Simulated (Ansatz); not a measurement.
MoS2:

```xyz
6
Lattice="3.1690 0.0000 0.0000 -1.5845 2.7444 0.0000 0.0000 0.0000 12.3240" Properties=species:S:1:pos:R:3 pbc="T T T"
Mo    1.5845    0.9148    9.2430
Mo    0.0000    1.8296    3.0810
S     1.5845    0.9148    4.6461
S     0.0000    1.8296   10.8081
S     1.5845    0.9148    1.5159
S     0.0000    1.8296    7.6779
```

Base run:

```yaml
Program: Ansatz 0.2.0
Functional: PBEsol
Potentials_or_basis: Ansatz PAW
Cutoff: 420 eV
Density_cutoff: 1680 eV
k_mesh: 7 × 7 × 3
Occupations: fermi-dirac, width 0.05 eV
Spin: spin-orbit coupling, no magnetisation
```

Its results: band gap on the k mesh 0.95 eV, indirect (least direct gap 2.02 eV); pressure -3.0 GPa; largest force 0.312 eV/Å.

Problem. The run is repeated on the same cell with these changes: functional from PBEsol to r2SCAN; cutoff from 420 eV to 500 eV; density cutoff from 1680 eV to 2000 eV. What comes out?

Solution. Band gap on the k mesh 1.09 eV, indirect (least direct gap 2.14 eV); pressure 0.8 GPa; largest force 0.242 eV/Å.

r2SCAN gives the wider gap, since meta-GGAs in the generalised Kohn-Sham scheme recover part of the derivative discontinuity.

Caveats: the k mesh misses the band edges, so the gap on the mesh is wider than the one along the path; the PAW data sets come from PBE, with cores solved anew for the run's functional, which leaves a small shift of forces and pressure; this functional lacks dispersion, which binds the layers, so the pressure and a relaxed spacing across them are unreliable (some runs).

Not every run made on this cell is shown here.
